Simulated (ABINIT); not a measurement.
# Bi (Im-3m) in ABINIT: notebook

The runs below take Bi through single point, with PBE, r2SCAN.

All numbers are computed with ABINIT 10.8.3 (patched build); they aren't measurements. Logs are shortened: lines on timing, memory, paths and dates and some standing lists are left out, and cuts for length are marked. The log counts tension as positive stress, the text compression.

## (1) Starting point

Symmetry: Im-3m, No. 229, cubic system. Conventional cell: a = 3.963 Å, b = 3.963 Å, c = 3.963 Å, α = 90.00°, β = 90.00°, γ = 90.00°. Bi (site symmetry m-3m) is surrounded by 8 Bi at 3.43 Å.

This isn't the form of Bi at room conditions, which is rhombohedral.

## (2) Single point, PBE

run.abi reads:

```
# Pseudopotentials
pp_dirpath "./"
pseudos "Bi.GGA_PBE-JTH.xml"

# Structure
acell 3.4319383527 3.4319383527 3.4319383527 Angstrom
rprim
    -0.5773502692     0.5773502692     0.5773502692
     0.5773502692    -0.5773502692     0.5773502692
     0.5773502692     0.5773502692    -0.5773502692
ntypat 1
znucl 83
natom 1
typat 1
xcart
     0.0000000000     0.0000000000     0.0000000000 Angstrom

# Plane-wave basis
ecut 408.170794 eV
pawecutdg 30.0

# k points
kptopt 1
ngkpt 7 7 7
nshiftk 1
shiftk 0.0 0.0 0.0

# Exchange and correlation
ixc 11

# Bands and occupations
nband 12
occopt 3
tsmear 0.05 eV

# SCF cycle
nstep 100
tolvrs 1.0e-9

# Output
iomode 3
prtwf 0
prtden 0
prteig 0
prtebands 0
enunit 1
```

Potentials or basis: JTH PAW PBE v2.0.

Run with:

```
$ abinit run.abi > log 2>&1
```

run.abo:

```text
.Version 10.8.3 of ABINIT
 Symmetries : space group Im -3 m (#229); Bravais cI (body-center cubic)
================================================================================
 Values of the parameters that define the memory need of the present run
     intxc =       0    ionmov =       0      iscf =      17    lmnmax =      18
     lnmax =       6     mgfft =      24  mpssoang =       3    mqgrid =    3001
     natom =       1  nloc_mem =       2    nspden =       1   nspinor =       1
    nsppol =       1      nsym =      48    n1xccc =       1    ntypat =       1
    occopt =       3   xclevel =       2
       mpw =         592          nfft =       13824          nkpt =          20
 PAW method is used; the additional fine FFT grid is defined by:
   mgfftf=        32    nfftf =     32768
================================================================================
================================================================================

--------------------------------------------------------------------------------
------------- Echo of variables that govern the present computation ------------
--------------------------------------------------------------------------------
 -outvars: echo values of preprocessed input variables --------
            acell      6.4854235676E+00  6.4854235676E+00  6.4854235676E+00 Bohr
              amu      2.08980370E+02
             ecut      1.50000000E+01 Hartree
           enunit           1
              ixc          11
         kptrlatt        7    0    0      0    7    0      0    0    7
          kptrlen      4.53979650E+01
            natom           1
            nband          12
            ngfft          24      24      24
          ngfftdg          32      32      32
             nkpt          20
            nstep         100
             nsym          48
           ntypat           1
           occopt           3
        pawecutdg      3.00000000E+01 Hartree
         pawxcdev           0
           prtden           0
        prtebands           0
           prteig           0
            prtwf           0
            rprim     -5.7735026920E-01  5.7735026920E-01  5.7735026920E-01
                       5.7735026920E-01 -5.7735026920E-01  5.7735026920E-01
                       5.7735026920E-01  5.7735026920E-01 -5.7735026920E-01
          spgroup         229
           tolvrs      1.00000000E-09
           tsmear      1.83746611E-03 Hartree
            typat      1
           useylm           1
            znucl       83.00000

================================================================================

 chkinp: Checking input parameters for consistency.

================================================================================
== DATASET  1 ==================================================================

--- !DatasetInfo
iteration_state: {dtset: 1, }
dimensions: {natom: 1, nkpt: 20, mband: 12, nsppol: 1, nspinor: 1, nspden: 1, mpw: 592, }
cutoff_energies: {ecut:  15.0, pawecutdg:  30.0, }
electrons: {nelect:   1.50000000E+01, charge:   0.00000000E+00, occopt:   3.00000000E+00, tsmear:   1.83746611E-03, }
meta: {optdriver: 0, ionmov: 0, optcell: 0, iscf: 17, paral_kgb: 0, }
...

 Exchange-correlation functional for the present dataset will be:
  GGA: Perdew-Burke-Ernzerhof functional - ixc=11
  J.P.Perdew, K.Burke, M.Ernzerhof, PRL 77, 3865 (1996)

 Real(R)+Recip(G) space primitive vectors, cartesian coordinates (Bohr,Bohr^-1):
 R(1)= -3.7443610  3.7443610  3.7443610  G(1)=  0.0000000  0.1335341  0.1335341
 R(2)=  3.7443610 -3.7443610  3.7443610  G(2)=  0.1335341  0.0000000  0.1335341
 R(3)=  3.7443610  3.7443610 -3.7443610  G(3)=  0.1335341  0.1335341  0.0000000
 Unit cell volume ucvol=  2.0998736E+02 bohr^3
 Angles (23,13,12)=  1.09471221E+02  1.09471221E+02  1.09471221E+02 degrees

 Coarse grid specifications (used for wave-functions):

 getcut: wavevector=  0.0000  0.0000  0.0000  ngfft=  24  24  24
         ecut(hartree)=     15.000   => boxcut(ratio)=   2.12257

 Fine grid specifications (used for densities):

 getcut: wavevector=  0.0000  0.0000  0.0000  ngfft=  32  32  32
         ecut(hartree)=     30.000   => boxcut(ratio)=   2.00313

--- Pseudopotential description ------------------------------------------------
- pspini: atom type   1  psp file is ./Bi.GGA_PBE-JTH.xml
 Pseudopotential format is: paw10
 basis_size (lnmax)=  6 (lmn_size= 18), orbitals=   0   0   1   1   2   2
 Spheres core radius: rc_sph= 2.41230754
 Shapefunction is BESSEL type: shapef(r,l)=aa(1,l)*jl(q(1,l)*r)+aa(2,l)*jl(q(2,l)*r)
 Radius for shape functions =  2.20555141
 Compensation charge density is not taken into account in XC energy/potential

   4.19464370E+02                                ecore*ucvol(ha*bohr**3)
--------------------------------------------------------------------------------

[... 7 lines left out ...]

     iter   Etot(hartree)      deltaE(h)  residm     nres2
 ETOT  1  -71.573553686548    -7.157E+01 2.165E+00 4.057E-01
 ETOT  2  -72.141334089676    -5.678E-01 1.811E-01 1.455E-01
 ETOT  3  -72.142578258878    -1.244E-03 1.170E-01 3.249E-02
 ETOT  4  -72.142767510155    -1.893E-04 5.300E-03 5.226E-03
 ETOT  5  -72.142795600470    -2.809E-05 3.293E-03 8.908E-05
 ETOT  6  -72.142797505501    -1.905E-06 1.775E-04 1.450E-05
 ETOT  7  -72.142797446237     5.926E-08 6.361E-05 7.623E-07
 ETOT  8  -72.142797449379    -3.142E-09 4.316E-05 8.751E-09
 ETOT  9  -72.142797449828    -4.493E-10 5.490E-05 1.110E-09
 ETOT 10  -72.142797449841    -1.293E-11 2.277E-05 2.115E-11

 At SCF step   10       nres2   =  2.12E-11 < tolvrs=  1.00E-09 =>converged.

 Cartesian components of stress tensor (hartree/bohr^3)
  sigma(1 1)= -7.41259273E-06  sigma(3 2)=  0.00000000E+00
  sigma(2 2)= -7.41259273E-06  sigma(3 1)=  0.00000000E+00
  sigma(3 3)= -7.41259273E-06  sigma(2 1)=  0.00000000E+00

--- !ResultsGS
iteration_state: {dtset: 1, }
comment   : Summary of ground state results
lattice_vectors:
- [ -3.7443610,   3.7443610,   3.7443610, ]
- [  3.7443610,  -3.7443610,   3.7443610, ]
- [  3.7443610,   3.7443610,  -3.7443610, ]
lattice_lengths: [   6.48542,    6.48542,    6.48542, ]
lattice_angles: [109.471, 109.471, 109.471, ] # degrees, (23, 13, 12)
lattice_volume:   2.0998736E+02
convergence: {deltae: -1.293E-11, res2:  2.115E-11, residm:  2.277E-05, diffor: null, }
etotal    :  -7.21427974E+01
entropy   :   0.00000000E+00
fermie    :   2.88387643E-01
cartesian_stress_tensor: # hartree/bohr^3
- [ -7.41259273E-06,   0.00000000E+00,   0.00000000E+00, ]
- [  0.00000000E+00,  -7.41259273E-06,   0.00000000E+00, ]
- [  0.00000000E+00,   0.00000000E+00,  -7.41259273E-06, ]
pressure_GPa:   2.1809E-01
xred      :
- [  0.0000E+00,   0.0000E+00,   0.0000E+00, Bi]
cartesian_forces: # hartree/bohr
- [ -0.00000000E+00,  -0.00000000E+00,  -0.00000000E+00, ]
force_length_stats: {min:   0.00000000E+00, max:   0.00000000E+00, mean:   0.00000000E+00, }
...

 Integrated electronic density in atomic spheres:
 ------------------------------------------------
 Atom  Sphere_radius  Integrated_density
    1        2.41231         12.14915336

================================================================================

 ----iterations are completed or convergence reached----

 Mean square residual over all n,k,spin=   14.703E-08; max=  22.773E-06
 reduced coordinates (array xred) for    1 atoms
       0.000000000000      0.000000000000      0.000000000000
 rms dE/dt=  0.0000E+00; max dE/dt=  0.0000E+00; dE/dt below (all hartree)
    1       0.000000000000      0.000000000000      0.000000000000

 cartesian coordinates (angstrom) at end:
    1      0.00000000000000     0.00000000000000     0.00000000000000

 cartesian forces (hartree/bohr) at end:
    1     -0.00000000000000    -0.00000000000000    -0.00000000000000
 frms,max,avg= 0.0000000E+00 0.0000000E+00   0.000E+00  0.000E+00  0.000E+00 h/b

 cartesian forces (eV/Angstrom) at end:
    1     -0.00000000000000    -0.00000000000000    -0.00000000000000
 frms,max,avg= 0.0000000E+00 0.0000000E+00   0.000E+00  0.000E+00  0.000E+00 e/A
 length scales=  6.485423567602  6.485423567602  6.485423567602 bohr
              =  3.431938352700  3.431938352700  3.431938352700 angstroms
 Fermi (or HOMO) energy (eV) =   7.84743   Average Vxc (eV)=  -9.53266
 Eigenvalues (   eV  ) for nkpt=  20  k points:
 kpt#   1, nband= 12, wtk=  0.00292, kpt=  0.0000  0.0000  0.0000 (reduced coord)
 -15.09826  -15.09826  -15.09826  -14.97020  -14.97020   -5.62080   13.01400   13.01400
  13.01400   17.00291   18.44727   18.44727
 prteigrs : prtvol=0 or 1, do not print more k-points.

--- !EnergyTerms
iteration_state     : {dtset: 1, }
comment             : Components of total free energy in Hartree
kinetic             :  4.67982360626878E+00
hartree             :  1.75800989657014E+01
xc                  : -2.53640665593081E+00
Ewald energy        : -5.46707112920566E+01
psp_core            :  1.99756965260784E+00
local_psp           : -5.90965126946115E+01
PAW spherical_terms :  1.99036591156981E+01
internal            : -7.21424793023227E+01
'-kT*entropy'       : -3.15854452671269E-04
total_energy        : -7.21427951567753E+01
total_energy_eV     : -1.96310546387570E+03
...

--- !EnergyTermsDC
iteration_state     : {dtset: 1, }
comment             : '"Double-counting" decomposition of free energy'
band_energy         : -5.12237193593838E+00
Ewald energy        : -5.46707112920566E+01
psp_core            :  1.99756965260784E+00
xc_dc               : -1.72627925000084E+01
PAW spherical_terms :  2.91582448000704E+00
internal            : -7.21424815953884E+01
'-kT*entropy'       : -3.15854452671269E-04
total_energy_dc     : -7.21427974498411E+01
total_energy_dc_eV  : -1.96310552627320E+03
...

--- !EnergyTermsWithPAWCore
iteration_state     : {dtset: 1, }
comment             : 'Components of total free energy, including PAW core contributions'
Total energy        : -2.15309007204530E+04
Total energy DC     : -2.15309007227460E+04
Total energy (eV)   : -5.85885655728117E+05
Total energy DC (eV): -5.85885655790514E+05
...

 Cartesian components of stress tensor (hartree/bohr^3)
  sigma(1 1)= -7.41259273E-06  sigma(3 2)=  0.00000000E+00
  sigma(2 2)= -7.41259273E-06  sigma(3 1)=  0.00000000E+00
  sigma(3 3)= -7.41259273E-06  sigma(2 1)=  0.00000000E+00

-Cartesian components of stress tensor (GPa)         [Pressure=  2.1809E-01 GPa]
- sigma(1 1)= -2.18086007E-01  sigma(3 2)=  0.00000000E+00
- sigma(2 2)= -2.18086007E-01  sigma(3 1)=  0.00000000E+00
- sigma(3 3)= -2.18086007E-01  sigma(2 1)=  0.00000000E+00

== END DATASET(S) ==============================================================
================================================================================

 -outvars: echo values of variables after computation  --------
            acell      6.4854235676E+00  6.4854235676E+00  6.4854235676E+00 Bohr
           etotal     -7.2142797450E+01
            fcart     -0.0000000000E+00 -0.0000000000E+00 -0.0000000000E+00
            rprim     -5.7735026920E-01  5.7735026920E-01  5.7735026920E-01
                       5.7735026920E-01 -5.7735026920E-01  5.7735026920E-01
                       5.7735026920E-01  5.7735026920E-01 -5.7735026920E-01
           strten     -7.4125927290E-06 -7.4125927290E-06 -7.4125927290E-06
                       0.0000000000E+00  0.0000000000E+00  0.0000000000E+00
 Calculation completed.
```

Run time: 5.7 s. Hardware: 1 thread of Arm Neoverse V1, shared host; peak memory 0.11 GiB.

What came out:

```
Free energy                                           : -1963.1055 eV
Band gap on the k mesh                                : none (metal or under the smearing width)
Valence electrons inside the program's atomic spheres : Bi 12.15 (radii [1.2765] Å)
```

Levels at points of the mesh, in eV from the Fermi level:
```tsv
k point	band 4	band 5	band 6	band 7	band 8	band 9	band 10	band 11
(0.00, 0.00, 0.00)	-22.82	-22.82	-13.47	5.17	5.17	5.17	9.16	10.60
```

Caveat: the cutoff is too short for stress, so the log's stress isn't used; spin-orbit coupling is left out, which moves the levels of the heavy elements.

## (3) Single point, r2SCAN

run.abi reads:

```
pp_dirpath "./"
pseudos "Bi.GGA_PBE-JTH.xml"

acell 3*1.0 Angstrom
rprim
    -1.9814305318     1.9814305318     1.9814305318
     1.9814305318    -1.9814305318     1.9814305318
     1.9814305318     1.9814305318    -1.9814305318
ntypat 1
znucl 83
natom 1
typat 1
xcart
     0.0000000000     0.0000000000     0.0000000000 Angstrom

ecut 18.0
pawecutdg 36.0

kptopt 1
ngkpt 12 12 12
nshiftk 1
shiftk 0.0 0.0 0.0

ixc -497498
usekden 1
pawxcdev 0

nband 12
occopt 3
tsmear 0.05 eV

nstep 100
tolvrs 1.0e-7

iomode 3
prtwf 0
prtden 0
prteig 0
prtebands 0
```

Potentials or basis: JTH PAW PBE v2.0.

Run with:

```
$ abinit run.abi > log 2>&1
```

It took 72 s on 1 thread of Arm Neoverse V1, shared host; peak memory 0.12 GiB.

Results (log left out):

| Property | Result |
| --- | --- |
| Free energy | -506.4029 eV |
| Band gap on the k mesh | none (metal or under the smearing width) |
| Valence electrons inside the program's atomic spheres | Bi 12.13 (radii [1.2765] Å) |

Levels at points of the mesh, in eV from the Fermi level:
```csv
k point,band 5,band 6,band 7,band 8,band 9,band 10
"(0.00, 0.00, 0.00)",-23.75,-14.21,5.27,5.27,5.27,10.05
"(0.50, 0.00, 0.00)",-23.66,-10.95,-5.39,1.49,3.63,6.49
"(0.50, 0.50, 0.50)",-23.68,-8.65,-2.06,-2.06,-2.06,3.94
```

Caveat: the cutoff is too short for stress, so the log's stress isn't used; totals of a meta-GGA on PAW files have another zero than those of a GGA; the PAW data sets were made with another functional, which shifts forces and pressure a little; spin-orbit coupling is left out, which moves the levels of the heavy elements.

(Part 1 of 2 ends here.)
